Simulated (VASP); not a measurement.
# InPd (Pm-3m) in VASP: further runs

One crystal, InPd, is run at these levels: r2SCAN; tasks: single point.

All numbers are computed with VASP 6.6.1; they aren't measurements. Logs are shortened: lines on timing, memory, paths and dates and some standing lists are left out, and cuts for length are marked.

**1. Starting point**

It takes space group Pm-3m (No. 221, cubic). The conventional cell has a = 3.272 Å, b = 3.272 Å, c = 3.272 Å, α = 90.00°, β = 90.00°, γ = 90.00°. In (site symmetry m-3m) is surrounded by 8 Pd at 2.83 Å. Pd (site symmetry m-3m) has 8 In at 2.83 Å as nearest neighbours.

The cell comes from a database or a generator and needn't be the stable form of this composition.

**2. Single point, r2SCAN**

INCAR reads:

```
  PREC = Normal
  ENCUT = 400
  EDIFF = 1E-4
  ISMEAR = 0
  SIGMA = 0.15
  LREAL = Auto
  LASPH = T
  NELM = 100
  ALGO = Normal
  ISIF = 2
  LWAVE = F
  LCHARG = F
  METAGGA = R2SCAN
  LMIXTAU = T
  ADDGRID = F
```

KPOINTS reads:

```
regular mesh
0
Gamma
  6 6 6
```

POSCAR reads:

```
InPd
1.0
    3.2718847800      0.0000000000      0.0000000000
    0.0000000000      3.2718847800      0.0000000000
    0.0000000000      0.0000000000      3.2718847800
In Pd
1 1
Direct
    0.0000000000      0.0000000000      0.0000000000
    0.5000000000      0.5000000000      0.5000000000
```

Potentials or basis: VASP PAW PBE potentials, release 64 (In_d, Pd).

On the command line:

```console
> cat potpaw_PBE.64/In_d/POTCAR potpaw_PBE.64/Pd/POTCAR > POTCAR
> mpirun -np 1 vasp_std > vasp.out
```

OUTCAR:

```text
PREC = Normal
   ENCUT = 400
   EDIFF = 1E-4
   ISMEAR = 0
   LREAL = Auto
   LASPH = T
   NELM = 100
   ISIF = 2
   METAGGA = R2SCAN

 Found     20 irreducible k-points:

 Following reciprocal coordinates:
            Coordinates               Weight
  0.000000  0.000000  0.000000      1.000000
  0.166667  0.000000  0.000000      6.000000
  0.333333  0.000000  0.000000      6.000000
  0.500000  0.000000  0.000000      3.000000
  0.166667  0.166667  0.000000     12.000000
  0.333333  0.166667  0.000000     24.000000
   k-points           NKPTS =     20   k-points in BZ     NKDIM =     20   number of bands    NBANDS=     15
   number of dos      NEDOS =    301   number of ions     NIONS =      2
   total plane-waves  NPLWV =   4096
   dimension x,y,z NGX =    16 NGY =   16 NGZ =   16
   dimension x,y,z NGXF=    32 NGYF=   32 NGZF=   32
   ions per type =               1   1
   NGX,Y,Z   is equivalent  to a cutoff of   8.13,  8.13,  8.13 a.u.
   NGXF,Y,Z  is equivalent  to a cutoff of  16.26, 16.26, 16.26 a.u.
 SYSTEM =  unknown system
   PREC   = normal    normal or accurate (medium, high low for compatibility)
   ISTART =      0    job   : 0-new  1-cont  2-samecut
   ICHARG =      2    charge: 1-file 2-atom 10-const
   ISPIN  =      1    spin polarized calculation?
   LNONCOLLINEAR =      F non collinear calculations
   LSORBIT =      F    spin-orbit coupling
   LASPH  =      T    aspherical Exc in radial PAW
   ENCUT  =  400.0 eV  29.40 Ry    5.42 a.u.   5.34  5.34  5.34*2*pi/ulx,y,z
   NELM   =    100;   NELMIN=  2; NELMDL= -5     # of ELM steps
   EDIFF  = 0.1E-03   stopping-criterion for ELM
   LREAL  =      T    real-space projection
   EDIFFG = 0.1E-02   stopping-criterion for IOM
   NSW    =      0    number of steps for IOM
   IBRION =     -1    ionic relax: 0-MD 1-quasi-New 2-CG
   NFREE  =      0    steps in history (QN), initial steepest desc. (CG)
   ISIF   =      2    stress and relaxation
   ISYM   =      2    0-nonsym 1-usesym 2-fastsym
   POTIM  = 0.5000    time-step for ionic-motion
   TEBEG  =    0.0;   TEEND  =   0.0 temperature during run
   PSTRESS=    0.0 pullay stress
   NELECT =      23.0000    total number of electrons
   NUPDOWN=      -1.0000    fix difference up-down
   EMIN   =  10.00;   EMAX   =-10.00  energy-range for DOS
   EFERMI =   0.00;   METHOD = LEGACY
   ISMEAR =     0;   SIGMA  =   0.15  broadening in eV -4-tet -1-fermi 0-gaus
   EFERMI_NEDOS =   21; number of points for ismear=-14 and -15
   IALGO  =     38    algorithm
   IMIX   =      4    mixing-type and parameters
     AMIX     =   0.40;   BMIX     =  1.00
     AMIX_MAG =   1.60;   BMIX_MAG =  1.00
  volume/ion in A,a.u.               =      17.51       118.18
  Fermi-wavevector in a.u.,A,eV,Ry     =   1.422938  2.688964 27.548447  2.024754
  Thomas-Fermi vector in A             =   2.543589
   LORBIT       =      0    0 simple, 1 ext, 2 COOP (PROOUT), +10 PAW based schemes
   METAGGA = R2SCAN    functional components
   LHFCALC =     F    Hartree Fock is set to
   AEXX    =    0.0000 exact exchange contribution
   IVDW    =     0    specifies the selected vdW correction
   LEPSILON=     F    determine dielectric tensor
   LRPA    =     F    only Hartree local field effects (RPA)
 non-spin polarized calculation
 Gauss-broadening in eV      SIGMA  =   0.15
  energy-cutoff  :      400.00
  volume of cell :       35.03
 maximum number of plane-waves:       655
   NGX = 11   NGY = 11   NGZ = 11

 number of electron      22.9999921 magnetization

 Free energy of the ion-electron system (eV)
  ---------------------------------------------------
  ext. energy  EPLUGINS =         0.00000000
  ---------------------------------------------------
  free energy    TOTEN  =       -46.61226551 eV

  energy without entropy =      -46.60355628  energy(sigma->0) =      -46.60791089

 E-fermi :  10.4586     XC(G=0): -13.2469

 val. band max:       10.3121891605   @ k =   0.3333   0.3333   0.0000
 cond. band min:      10.5458252550   @ k =   0.5000   0.3333   0.3333
 fundamental gap:      0.2336360945
 Fermi energy:        10.4585881957

 k-point     1 :       0.0000    0.0000    0.0000
  band No.  band energies     occupation
      1      -5.1369      2.00000
      2      -5.1369      2.00000
      3      -4.7102      2.00000
      4      -4.7102      2.00000
      5      -4.7102      2.00000
      6      -0.0451      2.00000
      7       6.3746      2.00000
      8       6.3746      2.00000
      9       7.9890      2.00000
     10       7.9890      2.00000
     11       7.9890      2.00000
     12      14.9131      0.00000
     13      14.9131      0.00000
     14      14.9131      0.00000
     15      20.5240      0.00000

 k-point     2 :       0.1667    0.0000    0.0000
  band No.  band energies     occupation
      1      -5.1217      2.00000
      2      -5.0450      2.00000
      3      -4.7383      2.00000
      4      -4.7383      2.00000
      5      -4.7019      2.00000
      6       0.4159      2.00000
      7       6.3812      2.00000
      8       6.4216      2.00000
      9       7.6878      2.00000
     10       7.6878      2.00000
     11       7.9705      2.00000
     12      12.5051      0.00000
     13      15.7888      0.00000
     14      15.7888      0.00000
     15      20.8756      0.00000
[... 41 lines left out ...]
      3      -4.7773      2.00000
      4      -4.7463      2.00000
      5      -4.7223      2.00000
      6       0.8661      2.00000
      7       6.4075      2.00000
      8       6.5234      2.00000
      9       7.3714      2.00000
     10       7.5852      2.00000
     11       7.8694      2.00000
     12      13.0325      0.00000
     13      13.3838      0.00000
     14      16.5279      0.00000
     15      20.9590      0.00000

 k-point     6 :       0.3333    0.1667    0.0000
  band No.  band energies     occupation
      1      -5.0353      2.00000
      2      -4.8529      2.00000
      3      -4.8141      2.00000
      4      -4.8003      2.00000
      5      -4.7247      2.00000
      6       2.1637      2.00000
      7       5.9770      2.00000
      8       6.5715      2.00000
      9       7.1507      2.00000
     10       7.2730      2.00000
     11       7.8247      2.00000
     12      10.1885      1.98911
     13      14.9356      0.00000
     14      18.4544      0.00000
     15      20.0602      0.00000

 [... further k-points ...]

------------------------ aborting loop because EDIFF is reached ----------------------------------------

  FORCE on cell =-STRESS in cart. coord.  units (eV):
  Direction    XX          YY          ZZ          XY          YZ          ZX
  --------------------------------------------------------------------------------------
  -------------------------------------------------------------------------------------
  Total        0.0683169      0.0683169      0.0683169     -0.0000000     -0.0000000      0.0000000
  in kB        3.1249625      3.1249625      3.1249625     -0.0000000     -0.0000000      0.0000000
  external PRESSURE =       3.1249625 kB  Pullay stress =       0.0000000 kB

 VOLUME and BASIS-vectors are now :
 -----------------------------------------------------------------------------
  energy-cutoff  :      400.00
  volume of cell :       35.03
      direct lattice vectors                 reciprocal lattice vectors
     3.271884780  0.000000000  0.000000000     0.305634234  0.000000000  0.000000000
     0.000000000  3.271884780  0.000000000     0.000000000  0.305634234  0.000000000
     0.000000000  0.000000000  3.271884780     0.000000000  0.000000000  0.305634234

 POSITION                                       TOTAL-FORCE (eV/Angst)
 -----------------------------------------------------------------------------------
      0.00000      0.00000      0.00000         0.000000      0.000000      0.000000
      1.63594      1.63594      1.63594         0.000000      0.000000      0.000000
 -----------------------------------------------------------------------------------
    total drift:                                0.000000      0.000000      0.000000

  FREE ENERGIE OF THE ION-ELECTRON SYSTEM (eV)
  ---------------------------------------------------
  free  energy   TOTEN  =       -46.6122655063 eV

  energy  without entropy=      -46.6035562767  energy(sigma->0) =      -46.60791089
```

OSZICAR:

```text
N       E                     dE             d eps       ncg     rms          rms(c)
DAV:   1     0.999813438476E+02    0.99981E+02   -0.10152E+04   622   0.171E+03
DAV:   2    -0.456677270827E+02   -0.14565E+03   -0.14143E+03   635   0.363E+02
DAV:   3    -0.519486004176E+02   -0.62809E+01   -0.62655E+01   740   0.848E+01
DAV:   4    -0.520766688618E+02   -0.12807E+00   -0.12801E+00   851   0.110E+01
DAV:   5    -0.520806252910E+02   -0.39564E-02   -0.39564E-02   859   0.158E+00    0.870E+00
DAV:   6    -0.466986267759E+02    0.53820E+01   -0.50393E+00   649   0.361E+01    0.398E+00
DAV:   7    -0.465768591838E+02    0.12177E+00   -0.53358E-01   656   0.931E+00    0.251E+00
DAV:   8    -0.465993058914E+02   -0.22447E-01   -0.15316E-01   684   0.338E+00    0.138E+00
DAV:   9    -0.465995223005E+02   -0.21641E-03   -0.78910E-02   628   0.324E+00    0.352E-01
DAV:  10    -0.466105507497E+02   -0.11028E-01   -0.26351E-02   614   0.200E+00    0.225E-01
DAV:  11    -0.466099899231E+02    0.56083E-03   -0.68952E-03   642   0.900E-01    0.202E-01
DAV:  12    -0.466118843732E+02   -0.18945E-02   -0.11562E-03   691   0.336E-01    0.840E-02
DAV:  13    -0.466120414044E+02   -0.15703E-03   -0.18573E-04   607   0.140E-01    0.645E-02
DAV:  14    -0.466118865769E+02    0.15483E-03   -0.84616E-05   427   0.106E-01    0.980E-02
DAV:  15    -0.466122666795E+02   -0.38010E-03   -0.40596E-04   542   0.235E-01    0.209E-02
DAV:  16    -0.466122655063E+02    0.11733E-05   -0.11846E-05   307   0.384E-02
   1 F= -.46612266E+02 E0= -.46607911E+02  d E =-.870923E-02
```

Run time: 8.9 s. Hardware: 1 thread of Intel Xeon 6975P-C (Granite Rapids), shared host; peak memory 0.12 GiB.

These settings aren't checked as converged: the numbers below hold their error.

What came out:

```
Free energy            : -46.6123 eV
Pressure               : 0.3 GPa
Band gap on the k mesh : none (metal or under the smearing width)
```

Caveat: the PAW data sets were made with another functional, which shifts forces and pressure a little.

**3. Single point, r2SCAN**

INCAR is that of step 2.

KPOINTS is that of step 2.

POSCAR reads:

```
InPd
1.0
    3.2718847800      0.0000000000      0.0000000000
    0.0000000000      3.2718847800      0.0000000000
    0.0000000000      0.0000000000      3.2718847800
In Pd
1 1
Direct
    0.0076950000     -0.0345290000      0.0307480000
    0.5133770000      0.5169540000      0.5028010000
```

Potentials or basis: VASP PAW PBE potentials, release 64 (In_d, Pd).

On the command line:

```console
> cat potpaw_PBE.64/In_d/POTCAR potpaw_PBE.64/Pd/POTCAR > POTCAR
> mpirun -np 1 vasp_std > vasp.out
```

Run time: 19 s. Hardware: 1 thread of Intel Xeon 6975P-C (Granite Rapids), shared host; peak memory 0.13 GiB.

The run converged, but some of its settings lie outside the range that counts as converged, so its numbers aren't taken as properties of the crystal.

What came out:

| Property | Result |
| --- | --- |
| Free energy | -46.5343 eV |
| Pressure | 2.2 GPa |
| Largest force | 0.837 eV/Å |
| Band gap on the k mesh | none (metal or under the smearing width) |

Caveat: the PAW data sets were made with another functional, which shifts forces and pressure a little.

**4. Single point, r2SCAN**

INCAR reads:

```
  PREC = Accurate
  ENCUT = 350
  EDIFF = 1E-6
  ISMEAR = 0
  SIGMA = 0.15
  LREAL = F
  LASPH = T
  NELM = 100
  ALGO = Normal
  ISIF = 2
  LWAVE = F
  LCHARG = F
  METAGGA = R2SCAN
  LMIXTAU = T
  ADDGRID = F
```

KPOINTS reads:

```
regular mesh
0
Gamma
  7 7 7
```

POSCAR reads:

```
InPd
1.0
    3.2718847800      0.0000000000      0.0000000000
    0.0000000000      3.2718847800      0.0000000000
    0.0000000000      0.0000000000      3.2718847800
In Pd
1 1
Direct
    0.0000000000      0.0000000000      0.0000000000
    0.5000000000      0.5000000000      0.5000000000
```

On the command line:

```console
> cat potpaw_PBE.64/In_d/POTCAR potpaw_PBE.64/Pd/POTCAR > POTCAR
> mpirun -np 1 vasp_std > vasp.out
```

Wall time 13 s (1 thread of Intel Xeon 6975P-C (Granite Rapids), shared host); peak memory 0.13 GiB.

These settings aren't checked as converged: the numbers below hold their error.

What came out:

| Item | Value |
| --- | --- |
| Free energy | -46.6643 eV |
| Pressure | -0.7 GPa |
| Band gap on the k mesh | none (metal or under the smearing width) |

Caveat: the PAW data sets were made with another functional, which shifts forces and pressure a little.

**5. Single point, r2SCAN**

INCAR is that of step 4.

KPOINTS is that of step 4.

POSCAR reads:

```
InPd
1.0
    3.2718847800      0.0000000000      0.0000000000
    0.0000000000      3.2718847800      0.0000000000
    0.0000000000      0.0000000000      3.2718847800
In Pd
1 1
Direct
    0.0076950000     -0.0345290000      0.0307480000
    0.5133770000      0.5169540000      0.5028010000
```

On the command line:

```console
> cat potpaw_PBE.64/In_d/POTCAR potpaw_PBE.64/Pd/POTCAR > POTCAR
> mpirun -np 1 vasp_std > vasp.out
```

It took 74 s on 1 thread of Intel Xeon 6975P-C (Granite Rapids), shared host; peak memory 0.17 GiB.

The run converged, but some of its settings lie outside the range that counts as converged, so its numbers aren't taken as properties of the crystal.

Results:

| Item | Value |
| --- | --- |
| Free energy | -46.5874 eV |
| Pressure | 1.2 GPa |
| Largest force | 0.826 eV/Å |
| Band gap on the k mesh | none (metal or under the smearing width) |

Caveat: the PAW data sets were made with another functional, which shifts forces and pressure a little.

**6. Single point, r2SCAN**

INCAR: that of step 5 with these lines changed.

```diff
@@ -1,3 +1,3 @@
   PREC = Accurate
-  ENCUT = 350
+  ENCUT = 500
   EDIFF = 1E-6
```

KPOINTS reads:

```
regular mesh
0
Gamma
  6 6 6
```

POSCAR reads:

```
InPd
1.0
    3.2718847800      0.0000000000      0.0000000000
    0.0000000000      3.2718847800      0.0000000000
    0.0000000000      0.0000000000      3.2718847800
In Pd
1 1
Direct
    0.0000000000      0.0000000000      0.0000000000
    0.5000000000      0.5000000000      0.5000000000
```

Potentials or basis: VASP PAW PBE potentials, release 64 (In_d, Pd).

On the command line:

```console
> cat potpaw_PBE.64/In_d/POTCAR potpaw_PBE.64/Pd/POTCAR > POTCAR
> mpirun -np 1 vasp_std > vasp.out
```

Run time: 14 s. Hardware: 1 thread of Intel Xeon 6975P-C (Granite Rapids), shared host; peak memory 0.15 GiB.

These settings aren't checked as converged: the numbers below hold their error.

Results:

```yaml
Free_energy: -46.6121 eV
Pressure: 0.3 GPa
Band_gap_on_the_k_mesh: none (metal or under the smearing width)
```

Caveat: the PAW data sets were made with another functional, which shifts forces and pressure a little.
